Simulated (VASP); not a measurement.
# N (Fm-3m) in VASP: single point with r2SCAN

Aim: the single point of N with r2SCAN.

All numbers are computed with VASP 6.6.1; they aren't measurements. Logs are shortened: lines on timing, memory, paths and dates and some standing lists are left out, and cuts for length are marked.

## Step 1: The structure

It takes space group Fm-3m (No. 225, cubic). Conventional cell: a = 3.108 Å, b = 3.108 Å, c = 3.108 Å, α = 90.00°, β = 90.00°, γ = 90.00°. N (site symmetry m-3m) is surrounded by 12 N at 2.20 Å.

The real solid is made of molecules; this cell is a model form.

## Step 2: Single point, r2SCAN

POSCAR

```
N
1.0
    0.0000000000      1.5538086100      1.5538086100
    1.5538086100      0.0000000000      1.5538086100
    1.5538086100      1.5538086100      0.0000000000
N
1
Direct
    0.0000000000      0.0000000000      0.0000000000
```

INCAR.step1

```
SYSTEM = N
PREC = Accurate
ENCUT = 520
ISMEAR = -1
SIGMA = 0.1
LREAL = .False.
LASPH = .True.
NELM = 100
NBANDS = 8
GGA = PE
ALGO = Normal
EDIFF = 1E-4
LWAVE = .True.
LCHARG = .False.
```

INCAR.step2

```
SYSTEM = N
PREC = Accurate
ENCUT = 520
EDIFF = 1E-6
ISMEAR = -1
SIGMA = 0.1
LREAL = .False.
LASPH = .True.
NELM = 100
ALGO = Normal
ISIF = 2
LWAVE = .False.
LCHARG = .False.
METAGGA = R2SCAN
LMIXTAU = .True.
NBANDS = 8
ISTART = 1
```

KPOINTS

```
Automatic mesh
0
Gamma
  10 10 10
  0 0 0
```

Potentials or basis: VASP PAW PBE potentials, release 64 (N).

Started as:

```sh
$ cat potpaw_PBE.64/N/POTCAR > POTCAR
$ cp INCAR.step1 INCAR
$ mpirun -np 1 vasp_std > vasp.out
$ cp INCAR.step2 INCAR
$ mpirun -np 1 vasp_std > vasp.out
```

OUTCAR:

```text
SYSTEM = N
   PREC = Accurate
   ENCUT = 520
   EDIFF = 1E-6
   ISMEAR = -1
   LREAL = .False.
   LASPH = .True.
   NELM = 100
   ISIF = 2
   METAGGA = R2SCAN
   ISTART = 1

 ion  position               nearest neighbor table
   1  0.000  0.000  0.000-

  LATTYP: Found a face centered cubic cell.
 ALAT       =     3.1076172200

  Lattice vectors:

 A1 = (   0.0000000000,   1.5538086100,   1.5538086100)
 A2 = (   1.5538086100,   0.0000000000,   1.5538086100)
 A3 = (   1.5538086100,   1.5538086100,   0.0000000000)

Analysis of symmetry for initial positions (statically):
=====================================================================
 Subroutine PRICEL returns:
 Original cell was already a primitive cell.

 Routine SETGRP: Setting up the symmetry group for a
 face centered cubic supercell.

 Subroutine GETGRP returns: Found 48 space group operations
 (whereof 48 operations were pure point group operations)
 out of a pool of 48 trial point group operations.

The static configuration has the point symmetry O_h .

Analysis of symmetry for dynamics (positions and initial velocities):
=====================================================================
 Subroutine PRICEL returns:
 Original cell was already a primitive cell.

 Routine SETGRP: Setting up the symmetry group for a
 face centered cubic supercell.

 Subroutine GETGRP returns: Found 48 space group operations
 (whereof 48 operations were pure point group operations)
 out of a pool of 48 trial point group operations.

The dynamic configuration has the point symmetry O_h .

 Subroutine INISYM returns: Found 48 space group operations
 (whereof 48 operations are pure point group operations),
 and found     1 'primitive' translations

----------------------------------------------------------------------------------------

                                     Primitive cell

  volume of cell :       7.5028

  direct lattice vectors                    reciprocal lattice vectors
     0.000000000  1.553808610  1.553808610    -0.321789953  0.321789953  0.321789953
     1.553808610  0.000000000  1.553808610     0.321789953 -0.321789953  0.321789953
     1.553808610  1.553808610  0.000000000     0.321789953  0.321789953 -0.321789953

  length of vectors
     2.197417210  2.197417210  2.197417210     0.557356548  0.557356548  0.557356548

  position of ions in fractional coordinates (direct lattice)
     0.000000000  0.000000000  0.000000000

  ion indices of the primitive-cell ions
   primitive index   ion index
                 1           1

----------------------------------------------------------------------------------------

 KPOINTS: Automatic mesh

Automatic generation of k-mesh.
 Grid dimensions read from file:
 generate k-points for:   10   10   10

 Generating k-lattice:

  Cartesian coordinates                     Fractional coordinates (reciprocal lattice)
    -0.032178995  0.032178995  0.032178995     0.100000000  0.000000000  0.000000000
     0.032178995 -0.032178995  0.032178995     0.000000000  0.100000000  0.000000000
     0.032178995  0.032178995 -0.032178995     0.000000000  0.000000000  0.100000000

  Length of vectors
     0.055735655  0.055735655  0.055735655

  Shift w.r.t. Gamma in fractional coordinates (k-lattice)
     0.000000000  0.000000000  0.000000000

 Subroutine IBZKPT returns following result:
 ===========================================

 Found     47 irreducible k-points:

 Following reciprocal coordinates:
            Coordinates               Weight
  0.000000  0.000000  0.000000      1.000000
  0.100000  0.000000  0.000000      8.000000
  0.200000  0.000000  0.000000      8.000000
  0.300000  0.000000  0.000000      8.000000
  0.400000  0.000000  0.000000      8.000000
  0.500000  0.000000  0.000000      4.000000
[... 16 lines left out ...]
  0.300000  0.300000  0.000000      6.000000
  0.400000  0.300000  0.000000     24.000000
 [... further k-points ...]
   k-points           NKPTS =     47   k-points in BZ     NKDIM =     47   number of bands    NBANDS=      8
   number of dos      NEDOS =    301   number of ions     NIONS =      1
   total plane-waves  NPLWV =   4096
   dimension x,y,z NGX =    16 NGY =   16 NGZ =   16
   dimension x,y,z NGXF=    32 NGYF=   32 NGZF=   32
   ions per type =               1
   NGX,Y,Z   is equivalent  to a cutoff of  12.10, 12.10, 12.10 a.u.
   NGXF,Y,Z  is equivalent  to a cutoff of  24.21, 24.21, 24.21 a.u.
 SYSTEM =  N
   PREC   = accura    normal or accurate (medium, high low for compatibility)
   ISTART =      1    job   : 0-new  1-cont  2-samecut
   ICHARG =      0    charge: 1-file 2-atom 10-const
   ISPIN  =      1    spin polarized calculation?
   LNONCOLLINEAR =      F non collinear calculations
   LSORBIT =      F    spin-orbit coupling
   LASPH  =      T    aspherical Exc in radial PAW
   ENCUT  =  520.0 eV  38.22 Ry    6.18 a.u.   4.09  4.09  4.09*2*pi/ulx,y,z
   NELM   =    100;   NELMIN=  2; NELMDL=  0     # of ELM steps
   EDIFF  = 0.1E-05   stopping-criterion for ELM
   LREAL  =      F    real-space projection
   EDIFFG = 0.1E-04   stopping-criterion for IOM
   NSW    =      0    number of steps for IOM
   IBRION =     -1    ionic relax: 0-MD 1-quasi-New 2-CG
   NFREE  =      0    steps in history (QN), initial steepest desc. (CG)
   ISIF   =      2    stress and relaxation
   ISYM   =      2    0-nonsym 1-usesym 2-fastsym
   POTIM  = 0.5000    time-step for ionic-motion
   TEBEG  =    0.0;   TEEND  =   0.0 temperature during run
   PSTRESS=    0.0 pullay stress
   NELECT =       5.0000    total number of electrons
   NUPDOWN=      -1.0000    fix difference up-down
   EMIN   =  10.00;   EMAX   =-10.00  energy-range for DOS
   EFERMI =   0.00;   METHOD = LEGACY
   ISMEAR =    -1;   SIGMA  =   0.10  broadening in eV -4-tet -1-fermi 0-gaus
   EFERMI_NEDOS =   21; number of points for ismear=-14 and -15
   IALGO  =     38    algorithm
   IMIX   =      4    mixing-type and parameters
     AMIX     =   0.40;   BMIX     =  1.00
     AMIX_MAG =   1.60;   BMIX_MAG =  1.00
  volume/ion in A,a.u.               =       7.50        50.63
  Fermi-wavevector in a.u.,A,eV,Ry     =   1.429960  2.702233 27.821008  2.044786
  Thomas-Fermi vector in A             =   2.549857
   LORBIT       =      0    0 simple, 1 ext, 2 COOP (PROOUT), +10 PAW based schemes
   METAGGA = R2SCAN    functional components
   LHFCALC =     F    Hartree Fock is set to
   AEXX    =    0.0000 exact exchange contribution
   IVDW    =     0    specifies the selected vdW correction
   LEPSILON=     F    determine dielectric tensor
   LRPA    =     F    only Hartree local field effects (RPA)
 non-spin polarized calculation
  energy-cutoff  :      520.00
  volume of cell :        7.50
 maximum number of plane-waves:       210
   NGX =  9   NGY =  9   NGZ =  9

 number of electron       4.9999999 magnetization

 Free energy of the ion-electron system (eV)
  ---------------------------------------------------
  ext. energy  EPLUGINS =         0.00000000
  ---------------------------------------------------
  free energy    TOTEN  =        -4.37855416 eV

  energy without entropy =       -4.35517429  energy(sigma->0) =       -4.36686423

 E-fermi :   5.4336     XC(G=0): -13.4893

 val. band max:        5.4103083142   @ k =  -0.4000   0.4000   0.1000
 cond. band min:       5.4694947099   @ k =  -0.4000   0.4000   0.2000
 fundamental gap:      0.0591863957
 Fermi energy:         5.4336409165

 k-point     1 :       0.0000    0.0000    0.0000
  band No.  band energies     occupation
      1     -15.9016      2.00000
      2       9.6944      0.00000
      3       9.6944      0.00000
      4       9.6944      0.00000
      5      30.4219      0.00000
      6      38.5955      0.00000
      7      38.5955      0.00000
      8      38.5955      0.00000

 k-point     2 :       0.1000    0.0000    0.0000
  band No.  band energies     occupation
      1     -15.5231      2.00000
      2       8.6666      0.00000
      3       9.5567      0.00000
      4       9.5567      0.00000
      5      30.7595      0.00000
      6      35.8782      0.00000
      7      39.0377      0.00000
      8      39.0377      0.00000

 k-point     3 :       0.2000    0.0000    0.0000
  band No.  band energies     occupation
      1     -14.4046      2.00000
      2       5.9494      0.01145
      3       9.2139      0.00000
      4       9.2139      0.00000
      5      31.0806      0.00000
      6      33.4526      0.00000
      7      39.2667      0.00000
      8      39.2667      0.00000

 k-point     4 :       0.3000    0.0000    0.0000
  band No.  band energies     occupation
      1     -12.6151      2.00000
      2       2.3609      2.00000
      3       8.8227      0.00000
      4       8.8227      0.00000
      5      30.0278      0.00000
      6      33.5464      0.00000
      7      37.9271      0.00000
      8      37.9271      0.00000

 k-point     5 :       0.4000    0.0000    0.0000
  band No.  band energies     occupation
      1     -10.3955      2.00000
      2      -1.1942      2.00000
      3       8.5288      0.00000
      4       8.5288      0.00000
      5      29.1499      0.00000
      6      33.9427      0.00000
      7      36.5801      0.00000
      8      36.5801      0.00000
[... 177 lines left out ...]
 k-point    22 :      -0.2000    0.2000    0.0000
  band No.  band energies     occupation
      1     -12.0236      2.00000
      2       3.5206      2.00000
      3       5.6219      0.26412
      4       8.9570      0.00000
      5      31.3665      0.00000
      6      32.1760      0.00000
      7      34.2871      0.00000
      8      39.8503      0.00000

 k-point    23 :       0.3000    0.3000    0.0000
  band No.  band energies     occupation
      1     -11.5241      2.00000
      2       4.0791      2.00000
      3       6.7754      0.00000
      4       6.7754      0.00000
      5      25.9877      0.00000
      6      27.6016      0.00000
      7      38.3776      0.00000
      8      44.3133      0.00000

 k-point    24 :       0.4000    0.3000    0.0000
  band No.  band energies     occupation
      1      -9.8662      2.00000
      2       2.1596      2.00000
      3       5.7077      0.12125
      4       6.3811      0.00015
      5      24.6031      0.00000
      6      27.3530      0.00000
      7      38.3469      0.00000
      8      44.7239      0.00000

 [... further k-points ...]

------------------------ aborting loop because EDIFF is reached ----------------------------------------

  FORCE on cell =-STRESS in cart. coord.  units (eV):
  Direction    XX          YY          ZZ          XY          YZ          ZX
  --------------------------------------------------------------------------------------
  -------------------------------------------------------------------------------------
  Total        0.0302719      0.0302719      0.0302719     -0.0000000     -0.0000000      0.0000000
  in kB        6.4643945      6.4643945      6.4643945     -0.0000000     -0.0000000      0.0000000
  external PRESSURE =       6.4643945 kB  Pullay stress =       0.0000000 kB

 VOLUME and BASIS-vectors are now :
 -----------------------------------------------------------------------------
  energy-cutoff  :      520.00
  volume of cell :        7.50
      direct lattice vectors                 reciprocal lattice vectors
     0.000000000  1.553808610  1.553808610    -0.321789953  0.321789953  0.321789953
     1.553808610  0.000000000  1.553808610     0.321789953 -0.321789953  0.321789953
     1.553808610  1.553808610  0.000000000     0.321789953  0.321789953 -0.321789953

 POSITION                                       TOTAL-FORCE (eV/Angst)
 -----------------------------------------------------------------------------------
      0.00000      0.00000      0.00000         0.000000      0.000000      0.000000
 -----------------------------------------------------------------------------------
    total drift:                                0.000000      0.000000     -0.000000

  FREE ENERGIE OF THE ION-ELECTRON SYSTEM (eV)
  ---------------------------------------------------
  free  energy   TOTEN  =        -4.3785541610 eV

  energy  without entropy=       -4.3551742921  energy(sigma->0) =       -4.36686423
```

It took 3.8 s on 1 thread of Intel Xeon 6975P-C (Granite Rapids), shared host; peak memory 0.1 GiB.

Results:

```
Free energy            : -4.3786 eV
Pressure               : 0.6 GPa
Band gap on the k mesh : none (metal or under the smearing width)
```

Caveat: the PAW data sets were made with another functional, which shifts forces and pressure a little.
